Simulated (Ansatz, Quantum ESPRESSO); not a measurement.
**Si2Ni: programs and potentials compared**

```xyz
3
Lattice="0.0000 2.7030 2.7030 2.7030 0.0000 2.7030 2.7030 2.7030 0.0000" Properties=species:S:1:pos:R:3 pbc="T T T"
Ni    0.0000    0.0000    0.0000
Si    4.0545    4.0545    4.0545
Si    1.3515    1.3515    1.3515
```

Alike in all runs: task band structure; functional LDA; k mesh 9 × 9 × 9; occupations fermi-dirac, width 0.05 eV; collinear spin, ferromagnetic start; no spin-orbit coupling. LDA stands for any of its common fits. Pressure is positive in compression and, in plane waves, holds the error of the finite cutoff, which Ansatz's Pulay term estimates and takes out.

```
                        program and potentials  plane-wave cutoff (eV)                                                                                   notes  pressure (GPa)  net moment per atom (μB)
                            Ansatz, Ansatz PAW                     420  potentials made for PBE, which Ansatz adapts in part; Pulay term of +0.08 GPa included           -4.32                      0.00
Ansatz, all-electron LAPW, scalar-relativistic                       -                                                                                       -           -4.35                      0.00
                Quantum ESPRESSO, GBRV 1.5 LDA                     612                                                                                       -           -4.16                      0.00
```

The pressure spans -4.35 (Ansatz, all-electron LAPW, scalar-relativistic) to -4.16 GPa (Quantum ESPRESSO, GBRV 1.5 LDA), with all-electron results at -4.35. All agree on the net moment per atom. The state is the one that the start led to, which needn't be the lowest.

The functional is the same throughout but for its coding, so the spread measures potentials, basis and numerics; runs on potential files found faulty are left out.

All three calculations put fluorite-type NiSi2 under tension at this cell, so LDA would contract it. Since the cell is close to the measured one, this is the familiar LDA overbinding, and its persistence in the all-electron result shows that it doesn't come from the potentials. The PAW pressure almost coincides with the all-electron value, while GBRV gives slightly weaker tension. That offset probably reflects the potential more than the cutoff, as an incomplete plane-wave basis usually adds spurious tension.

The ferromagnetic start collapses to zero moment in every run, in contrast to elemental nickel. In the disilicide, Ni 3d states hybridise with Si 3p and lie largely below the Fermi level, which leaves too little d weight there to meet the Stoner criterion. The result therefore supports a non-magnetic metal rather than a weakened ferromagnet. With a single Ni atom in the cell, however, antiferromagnetic order between Ni sites could not have appeared.
